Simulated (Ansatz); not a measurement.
Runs of Ansatz 0.2.0 on CdSe. The structure is cubic, space group Fm-3m (No. 225). The conventional cell has a = 5.748 Å, b = 5.748 Å, c = 5.748 Å, α = 90.00°, β = 90.00°, γ = 90.00°. Around Cd (site symmetry m-3m) lie 6 Se at 2.87 Å. Around Se (site symmetry m-3m) lie 6 Cd at 2.87 Å. Measurements of this composition are mostly on another form, of space group No. 186.

```tsv
task	level	potentials or basis	spin	cell	k mesh	smearing	points for each segment of the path	other keys	mesh quality	gap on the mesh (eV)	pressure (GPa)
single point	PBE	Ansatz PAW	off	as given	8 × 8 × 8	fermi-dirac 0.05 eV	-	-	not flagged	none	(b)
electrostatic potential	CAM-B3LYP+D3(BJ)-ATM	Ansatz PAW	SOC, no magnetisation	as given	5 × 5 × 5	methfessel-paxton 0.001 eV	-	scf.occupations.method = methfessel_paxton; …	not flagged	3.16	(a)
band structure	HSE06+D4	Ansatz PAW	off	cell strained at random at fixed volume	4 × 4 × 4	fermi-dirac 0.05 eV	4	-	coarse	0.13	-3.8
single point	PBE	Ansatz PAW polarizable	off	volume scaled by 1.08	8 × 8 × 8	methfessel-paxton 0.1 eV	-	-	not flagged	none	-4.0
```

Alike in all rows: cutoff (eV) 420.

Task: Estimate the missing entries.

Result: (a) -4.6; (b) -0.3.

Caveats: some runs use coarse meshes; the PAW data sets come from PBE, with cores solved anew for the run's functional, which leaves a small shift of forces and pressure (some runs); the thresholds are loose for stress (some runs); odd divisions of the mesh miss points on the zone boundary, where band edges often lie, so the gap on the mesh can be too wide (some runs).

A k mesh can miss the band edges, and rows without SOC leave out spin-orbit coupling on Cd, Se.

A gap of «none» marks a metal or a gap under the smearing width.
